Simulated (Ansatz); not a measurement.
**A vibration from a frozen displacement in NaCl**

Theory: DFT PBE, scalar-relativistic, plane waves, PAW in Ansatz 0.2.0. The runs took a 420 eV cutoff, a Γ-centred 6×6×6 mesh and Gaussian smearing (0.05 eV). No spin polarisation. Energies are free energies at this smearing, counted from the undisturbed cell; pressure is positive in compression.

The undisturbed cell (as given, not relaxed at this level; it stands at 0.1 GPa; this CsCl-type form isn't the usual structure):

```xyz
2
Lattice="3.5022 0.0000 0.0000 0.0000 3.5022 0.0000 0.0000 0.0000 3.5022" Properties=species:S:1:pos:R:3 pbc="T T T"
Na    0.0000    0.0000    0.0000
Cl    1.7511    1.7511    1.7511
```

Every Cl atom is moved by x along the Cartesian unit vector (-0.577, -0.577, -0.577); the cell and all other atoms stay fixed. The cell's volume is 42.96 Å³; the moved atoms weigh 35.450 u together and the others 22.990 u. Some rows repeat others by symmetry and weren't run.

```
  x (Å)  ΔE (meV/cell) total force on the moved atoms along the move (eV/Å) pressure (GPa)
-0.2000           7.68                                                0.0873          0.4201
-0.1750           5.69                                                0.0721          0.3456
-0.1500           4.06                                                0.0585          0.2819
-0.1250           2.75                                                0.0466          0.2287
-0.1000           1.73                                                0.0359          0.1854
-0.0750           0.96                                                0.0260          0.1519
-0.0500           0.42                                                0.0170          0.1281
-0.0250           0.10                                                0.0083          0.1139
 0.0000           0.00                                                0.0000          0.1092
 0.0250           0.10                                               -0.0083          0.1139
 0.0500           0.42                                               -0.0170          0.1281
 0.0750           0.96                                               -0.0260          0.1519
 0.1000           1.73                                               -0.0359          0.1854
 0.1250           2.75                                               -0.0466          0.2287
 0.1500           4.06                                               -0.0585          0.2819
 0.1750           5.69                                               -0.0721          0.3456
 0.2000           7.68                                               -0.0873          0.4201
```

Q: What frequency belongs to this motion?

A: The force constant is k = −dF/dx = 0.333 eV/Å², from the parabola through x = -0.0250, 0 and 0.0250. In every cell the moved atoms swing against the rest, so the mass is μ = m₁m₂/(m₁ + m₂) = 13.946 u, and ν̃ = 521.5 cm⁻¹ × √(|k|/μ) = 81 cm⁻¹. To first order in x, and within 1 %, the force on every atom lies along the move and, within each of the two groups, in proportion to the atom's mass, so this is itself a mode at the zone centre of this cell, taken without macroscopic field (the transverse frequency in a polar insulator).

Q: How far does the harmonic law reach?

A: At x = -0.200 Å, kx²/2 = 6.65 meV against the computed 7.68 meV (+15.4 %): the well stiffens in this direction at large amplitude.